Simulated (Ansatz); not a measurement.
# Kick test of a cell of Ag

The cell was found from a structure generator's guess, not taken from experiment.

The calculation used Ansatz, DFT PBE, scalar-relativistic, plane waves, PAW. Cutoff 420 eV; k points 12×12×12 on the computed 3-atom cell (Γ-centred); Gaussian smearing, width 0.10 eV; no spin polarisation.

The cell below (3 atoms, space group Pm-3m (No. 221)) is relaxed within its symmetry.

```yaml
crystal:
  lattice:
    - [3.99407, 0.00000, 0.00000]
    - [0.00000, 3.99407, 0.00000]
    - [0.00000, 0.00000, 3.99407]
  atoms:
    - { symbol: Ag, position: [0.50000, 0.00000, 0.00000] }
    - { symbol: Ag, position: [0.00000, 0.50000, 0.00000] }
    - { symbol: Ag, position: [0.00000, 0.00000, 0.50000] }
```

For the test a repeat of it with 6 atoms (edges 3.99, 3.99, 7.99 Å) was strained at random (σ = 1.5 % a component), the atoms were moved at random (σ = 0.05 Å), and all was relaxed again on a coarse 6×6×4 mesh (in the run’s order of axes) with 0.20 eV smearing, with no symmetry imposed.

Question: What happens?

Answer: It returns, within 2 meV/atom of the unmoved cell on that mesh and with the same symmetry when read at 0.1 Å (P4/mmm at 0.01 Å, so small strains and shifts remain). No instability shows in this cell; modes of other wave vectors, which need another repeat, aren't tested.
